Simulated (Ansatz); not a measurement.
# MgZn2O3: the cost of one run

Computed with Ansatz 0.2.0 (DFT PBE, scalar-relativistic, plane waves, PAW, unless a step's input says otherwise).

1 further run of the same task is left out (it didn't finish).

## Step 1: The starting structure

Symmetry: I4/mmm, No. 139, tetragonal system. Conventional cell: a = 3.260 Å, b = 3.260 Å, c = 13.832 Å, α = 90.00°, β = 90.00°, γ = 90.00°. Around Mg (site symmetry 4/mmm) lie 6 O at 2.31 Å. Zn (site symmetry 4mm) is surrounded by 6 O at 2.31 Å. O (site symmetry 4mm) has 5 Zn at 2.31 Å and 1 Mg at 2.31 Å as nearest neighbours. Around O (site symmetry 4/mmm) lie 4 Mg at 2.31 Å and 2 Zn at 2.31 Å.

Coordinates:

```cif
data_structure
_symmetry_space_group_name_H-M 'P 1'
_symmetry_Int_Tables_number 1
_cell_length_a 7.2899
_cell_length_b 7.2899
_cell_length_c 7.2899
_cell_angle_alpha 154.158
_cell_angle_beta 154.158
_cell_angle_gamma 36.870
_cell_volume 73.50
loop_
_atom_site_label
_atom_site_type_symbol
_atom_site_fract_x
_atom_site_fract_y
_atom_site_fract_z
_atom_site_occupancy
Mg1 Mg 0.00000 0.00000 0.00000 1
Zn1 Zn 0.66667 0.66667 0.00000 1
Zn2 Zn 0.33333 0.33333 0.00000 1
O1 O 0.83333 0.83333 0.00000 1
O2 O 0.50000 0.50000 0.00000 1
O3 O 0.16667 0.16667 0.00000 1
```

The start is an ordering of an alloy on its end members' structure types: elements ordered on the sites of the ZnO type, Zn/Mg on Zn (I4/mmm, No. 139).

## Step 2: The guess as it stands, on a coarse mesh

Contents of input.yaml:

```yaml
crystal:
  lattice:
    - [-1.63006418, 1.63006418, 6.91577662]
    - [1.63006418, -1.63006418, 6.91577662]
    - [1.63006418, 1.63006418, -6.91577662]
  atoms:
    - { symbol: Mg, position: [0.0, 0.0, 0.0] }
    - { symbol: Zn, position: [0.66666667, 0.66666667, 0.0] }
    - { symbol: Zn, position: [0.33333333, 0.33333333, 0.0] }
    - { symbol: O, position: [0.83333333, 0.83333333, 0.0] }
    - { symbol: O, position: [0.5, 0.5, 0.0] }
    - { symbol: O, position: [0.16666667, 0.16666667, 0.0] }
basis:
  ecutwfc: 420
kpoints:
  mp_grid: { grid: [8, 8, 8] }
hamiltonian:
  xc: pbe
scf:
  occupations: { method: gaussian, width: 0.1 }
  lower_state_search: "off"
output:
  forces: true
  stress: true
  eigenvalues: true
```

Launch:

```sh
$ ansatz run input.yaml --threads 1 --pin off --max-ram 2560MiB --backend cpu --events-out ev --progress --plain --runs-dir out
```

**Question.** How long does this run take on 1 thread of AMD EPYC (Zen 3), shared host, and how much memory does it need?

About 12 s, with a peak of 0.42 GiB.
